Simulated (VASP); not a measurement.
# AlN (P6_3mc): a series in biaxial strain in the (0001) plane

Wanted: the response of AlN to biaxial strain in the (0001) plane, as a table, with a fit that predicts a row left out.

Calculated with VASP 6.6.1; LDA; plane waves and PAW (Al, N), in the first sound run; inputs show where later runs differ.

Report form: the programs' logs are mostly left out.

### Step 1. The starting structure

Symmetry: P6_3mc, No. 186, hexagonal system. The conventional cell has a = 3.112 Å, b = 3.112 Å, c = 4.982 Å, α = 90.00°, β = 90.00°, γ = 120.00°. Al has 4 N at 1.89 to 1.90 Å nearest. N has 4 Al at 1.89 to 1.90 Å nearest. Farther neighbours and most contacts between anions are not listed.

### Step 2. Relax the crystal, LDA

The series starts from the cell that this level prefers, so that zero strain is near zero stress.

This step took 2 runs in a row; the last is shown.

Level: LDA; plane waves and PAW (Al, N).

Contents of INCAR:

```
SYSTEM = AlN
PREC = Accurate
ENCUT = 600
EDIFF = 1E-07
NELM = 120
ISMEAR = 0
SIGMA = 0.02
LREAL = .FALSE.
ALGO = Normal
GGA = CA
NBANDS = 14
LASPH = .TRUE.
LORBIT = 11
LWAVE = .FALSE.
LCHARG = .FALSE.
KPAR = 16
IBRION = 2
NSW = 40
ISIF = 3
EDIFFG = -0.005
POTIM = 0.4
```

Contents of POSCAR:

```
AlN
1.0
    3.0912639852      0.0000000000      0.0000000000
   -1.5456319926      2.6771131414      0.0000000000
    0.0000000000      0.0000000000      4.9485548541
Al N
2 2
Direct
    0.3333333333      0.6666666667      0.0000688485
    0.6666666667      0.3333333333      0.5000688485
    0.3333333333      0.6666666667      0.3819311515
    0.6666666667      0.3333333333      0.8819311515
```

Contents of KPOINTS:

```
Automatic mesh
0
Gamma
11 11 6
0 0 0
```

PAW data sets: Al and N (LDA family, release 64).

Command:

```sh
> mpirun -np 16 vasp_std
```

Wall time 3.6 s (16 MPI ranks of Intel Xeon 6975P-C (Granite Rapids), shared host); peak memory 2.9 GiB; 45 s of CPU time.

This run gave:

- energy(sigma→0) of the program: -32.8426 eV
- stress, compression positive: xx, yy, zz -0.02, -0.02, -0.02 GPa
- volume: 40.953 Å³
- ionic steps: 1

### Step 3. Strain along the normal, LDA

One member in full: the plane is strained by -0.5 %, and the strain along the normal is moved by secant steps until the normal stress is under 0.012 GPa or five steps are spent; the atoms relax at each step.

This step took 3 runs, each at a new trial strain with the atoms of the one before; the last is shown.

Level: LDA; plane waves and PAW (Al, N).

INCAR: that of step 2 with these lines changed.

```diff
@@ -15,7 +15,7 @@
 LCHARG = .FALSE.
-KPAR = 16
-IBRION = 2
-NSW = 40
-ISIF = 3
-EDIFFG = -0.005
-POTIM = 0.4
+KPAR = 4
+IBRION = 1
+NSW = 25
+ISIF = 2
+EDIFFG = -0.004
+POTIM = 0.3
```

Contents of POSCAR:

```
AlN
1.0
    3.0758076650      0.0000000000      0.0000000000
   -1.5379038330      2.6637275760      0.0000000000
    0.0000000000      0.0000000000      4.9626146930
Al N
2 2
Direct
    0.3333333333      0.6666666667      0.0007695438
    0.6666666667      0.3333333333      0.5007695438
    0.3333333333      0.6666666667      0.3812304562
    0.6666666667      0.3333333333      0.8812304562
```

KPOINTS is that of step 2.

Command:

```sh
> mpirun -np 4 vasp_std
```

It took 5.6 s on 4 MPI ranks; peak memory 0.65 GiB.

Numbers from this step:

```
energy(sigma→0) of the program : -32.8392 eV
stress, compression positive   : xx, yy, zz 2.43, 2.43, 0.01 GPa
ionic steps                    : 1
```

### Step 4. Dielectric response, LDA

Linear response gives the dielectric tensors, Born charges and zone-centre modes.

Level: LDA; plane waves and PAW (Al, N).

Contents of INCAR:

```
SYSTEM = AlN
PREC = Accurate
ENCUT = 600
EDIFF = 1E-08
NELM = 120
ISMEAR = 0
SIGMA = 0.02
LREAL = .FALSE.
ALGO = Normal
GGA = CA
NBANDS = 14
LASPH = .TRUE.
LWAVE = .FALSE.
LCHARG = .FALSE.
KPAR = 4
LEPSILON = .TRUE.
IBRION = 8
NSW = 1
```

POSCAR is that of step 3.

Contents of KPOINTS:

```
Automatic mesh
0
Gamma
8 8 5
0 0 0
```

Command:

```sh
> mpirun -np 4 vasp_std
```

It took 77 s on 4 MPI ranks; peak memory 1.6 GiB; 5.1 min of CPU time.

Numbers from this step:

```
ε∞, diagonal : 4.39, 4.39, 4.62
```

### Step 5. Band edges, TB-mBJ with spin-orbit coupling

Short lines in KPOINTS_OPT sample the zone centre along and across the normal of the plane, for masses, and the other valleys.

Level: TB-mBJ, spin-orbit coupling; plane waves and PAW (Al, N).

TB-mBJ has no energy functional, so the total energy, stress and pressure in this output mean nothing.

Contents of INCAR:

```
SYSTEM = AlN
PREC = Accurate
ENCUT = 600
EDIFF = 1E-06
NELM = 150
ISMEAR = 0
SIGMA = 0.02
LREAL = .FALSE.
ALGO = Normal
METAGGA = MBJ
LASPH = .TRUE.
LNONCOLLINEAR = .TRUE.
MAGMOM = 0 0 0 0 0 0 0 0 0 0 0 0
NBANDS = 26
GGA_COMPAT = .FALSE.
LSORBIT = .TRUE.
LWAVE = .FALSE.
LCHARG = .FALSE.
KPAR = 4
```

POSCAR is that of step 4.

Contents of KPOINTS:

```
Automatic mesh
0
Gamma
9 9 5
0 0 0
```

Contents of KPOINTS_OPT:

```
Line mode
6
Line-mode
Reciprocal
  0.00000000   0.00000000   0.00000000
  0.00000000   0.00000000   0.03949123

  0.00000000   0.00000000   0.00000000
 -0.02447650   0.01223825   0.00000000

  0.50000000   0.00000000   0.00000000
  0.50000000   0.00000000   0.50000000

  0.33333333   0.33333333   0.00000000
  0.33333333   0.33333333   0.50000000
```

Command:

```sh
> mpirun -np 4 vasp_ncl
```

Elapsed: 3.4 min, on 4 MPI ranks; peak memory 1.8 GiB.

### Step 6. Band edges, r2SCAN

Level: r2SCAN; plane waves and PAW (Al, N).

Contents of INCAR:

```
SYSTEM = AlN
PREC = Accurate
ENCUT = 600
EDIFF = 1E-06
NELM = 100
ISMEAR = 0
SIGMA = 0.02
LREAL = .FALSE.
ALGO = Normal
METAGGA = R2SCAN
LASPH = .TRUE.
NBANDS = 13
LWAVE = .FALSE.
LCHARG = .FALSE.
KPAR = 4
```

POSCAR is that of step 5.

KPOINTS is that of step 5.

KPOINTS_OPT is that of step 5.

Command:

```sh
> mpirun -np 4 vasp_std
```

Run time: 15 s. Hardware: 4 MPI ranks; peak memory 0.75 GiB.

Numbers from this step:

| Quantity | Value |
| --- | --- |
| energy(sigma→0) of the program | -116.1179 eV |
| stress, compression positive | xx, yy, zz 5.01, 5.01, 2.54 GPa |

The run ends at a pressure of 4.19 GPa, with forces up to 7.1e-4 eV/Å.

### Step 7. The table

Runs beyond LDA use the data sets made with LDA; this shifts their levels slightly, and their total energies have another zero (at TB-mBJ, which has no energy functional, they mean nothing).

The other members went through these steps as far as the tables show, with the same cutoff and, step by step, the same mesh; 54 runs are not shown. The session took 2.7 core hours (wall time by ranks) on a shared machine.

The dielectric columns come from linear-response runs at LDA, run where the gap exceeds a picked 1.2 eV, on a mesh of 8×8×5.

```csv
in-plane strain (%),strain along the normal (%),"in-plane stress, tension positive (GPa)",energy above the unstrained row (meV/atom),"gap on the mesh, LDA (eV)",ε∞ (mean),static ε (mean),"largest Born charge, mean of the diagonal (e)",lowest optical mode (cm⁻¹),highest mode without LO–TO splitting (cm⁻¹)
-2.000,1.146,-10.287,13.065,4.749,4.448,8.123,2.553,230.133,749.400
-1.500,0.862,-7.574,7.326,4.718,4.454,8.193,2.556,232.473,744.545
-1.000,0.577,-4.953,3.276,4.613,4.461,8.266,2.558,234.822,739.939
-0.500,0.284,-2.435,0.850,4.507,4.470,8.344,2.561,237.154,735.646
0,-0.009,0.003,0.000,4.402,4.480,8.427,2.564,239.248,731.546
0.500,-0.318,2.331,0.663,4.296,4.491,8.515,2.568,241.277,727.556
1.000,-0.635,4.556,2.790,4.191,4.503,8.608,2.571,243.196,723.719
1.500,-0.965,6.682,6.323,4.085,4.516,8.707,2.576,245.158,720.023
2.000,-1.306,8.721,11.198,3.982,4.531,8.811,2.580,247.059,716.614
```

Slopes at zero strain, from cubics through all rows: strain ratio -0.604, stress over strain 476 GPa. For (0001) the ratio is −2C₁₃/C₃₃.

Band edges at TB-mBJ with spin-orbit coupling, counted from the valence-band top at Γ, spin-orbit pairs averaged, with one row partly withheld:

```csv
in-plane strain (%),gap (eV),conduction band at Γ (eV),lowest conduction level on M–L (eV),second valence level below the top (eV),third valence level below the top (eV)
-2.000,5.886,5.886,6.568,0.011,0.067
-1.500,5.845,5.846,6.594,0.015,0.030
-1.000,?,?,6.559,0.087,0.100
-0.500,5.640,5.640,6.522,0.158,0.170
0,5.536,5.536,6.485,0.224,0.236
0.500,5.432,5.432,6.447,0.290,0.302
1.000,5.329,5.329,6.410,0.352,0.364
1.500,5.225,5.225,6.372,0.413,0.425
2.000,5.123,5.123,6.335,0.471,0.482
```

Conduction masses, in electron masses:

```csv
in-plane strain (%),"conduction mass at Γ, along the strain axis or the normal of the plane","conduction mass at Γ, across the strain axis or in the plane"
-2.000,0.324,0.370
-1.500,0.325,0.363
-1.000,0.326,0.354
-0.500,0.332,0.355
0,0.334,0.348
0.500,0.334,0.341
1.000,0.338,0.339
1.500,0.338,0.335
2.000,0.341,0.331
```

Band edges at r2SCAN, counted from the valence-band top at Γ:

```csv
in-plane strain (%),gap (eV),conduction band at Γ (eV),lowest conduction level on M–L (eV),second valence level below the top (eV),third valence level below the top (eV)
-2.000,5.432,5.432,5.764,0.000,0.067
-1.500,5.391,5.391,5.796,0.015,0.015
-1.000,5.282,5.282,5.762,0.094,0.094
-0.500,5.171,5.171,5.727,0.170,0.170
0,5.061,5.061,5.693,0.241,0.241
0.500,4.951,4.951,5.658,0.311,0.311
1.000,4.841,4.841,5.624,0.378,0.378
1.500,4.731,4.731,5.589,0.444,0.444
2.000,4.622,4.622,5.555,0.506,0.506
```

Conduction masses, in electron masses:

```csv
in-plane strain (%),"conduction mass at Γ, along the strain axis or the normal of the plane","conduction mass at Γ, across the strain axis or in the plane"
-2.000,0.295,0.338
-1.500,0.298,0.331
-1.000,0.303,0.330
-0.500,0.306,0.323
0,0.305,0.317
0.500,0.305,0.311
1.000,0.310,0.309
1.500,0.310,0.306
2.000,0.310,0.302
```

### Step 8. Working out the slope

The quantity to fit is the conduction level at Γ above the mean of the three top valence levels at TB-mBJ with spin-orbit coupling: 5.912, 5.861, 5.750, 5.690, 5.630, 5.568, 5.505, 5.441 eV in the rows shown.

Fitting a parabola to the 8 known rows (e: strain in %) gives E = − 0.003464 e² − 0.1182 e + 5.690 in eV; the residuals are 8.1e-4 eV r.m.s.

For the withheld row, e = -1, the fit gives 5.8049 eV.

### Step 9. Prediction against calculation

The calculation gives 5.8061 eV, so the prediction is 0.0012 eV too low, within twice the residual of the fit.

### Step 10. What came out

| Item | Value |
| --- | --- |
| ratio of normal to in-plane strain | -0.604 |
| biaxial modulus | 476 GPa |
| gap of the unstrained cell, TB-mBJ with spin-orbit coupling | 5.54 eV |
| gap of the unstrained cell, r2SCAN | 5.06 eV |
| slope at zero strain of the conduction level at Γ above the mean of the three top valence levels, TB-mBJ with spin-orbit coupling | -118 meV per % |
| error of the predicted row | -1.2 meV |

In words: As a check, the curvature of the energy gives 475 GPa for the same modulus (energy per volume = M × strain²), 0 % from the slope of the stress. The energy also has a linear term worth 0.13 GPa that the stress column lacks, a mark of the finite basis. At TB-mBJ with spin-orbit coupling the lowest conduction valley is Γ throughout, and the gap runs between 5.12 and 5.89 eV. At r2SCAN the lowest conduction valley is Γ throughout, and the gap runs between 4.62 and 5.43 eV. Hole masses are left out throughout, since the top bands are degenerate or cross in many series; of conduction masses, those of the Γ, L and (for Si and Ge under (001) strain) Δ valleys are kept where they change by under an eighth between rows. A measured gap of unstrained AlN is 6.09 eV (arxiv:2305.10542, direct gap at Gamma, from Gamma5 n->infinity transition (exciton continuum) in CL, 10 K); the static gaps here belong to the lattice relaxed at LDA. TB-mBJ is a potential fitted for gaps; it has no energy functional, so its total energies and forces mean nothing, and its bands tend to come out too narrow. r2SCAN opens gaps somewhat over GGA but leaves them below measured values as a rule. Spin-orbit coupling is left out at r2SCAN, so the valence splittings there lack it. Temperature, zero-point motion and excitons are left out.

[Lines on the potential files, build, host, timing and source positions are cut from VASP's logs without a mark.]

[Logs are printed without paths, hosts, clocks, repeated set-up lines and the standing remarks that a program may print on its own settings, such as how far it seeks lower states.]

[Hosts, paths, dates, database ids (printed as entryN), source tags and the programs' standing remarks are cut or masked in the printed files.]

[In band tables of VASP the shares of atoms and orbitals are scaled to a sum of 1 inside the atoms' spheres.]
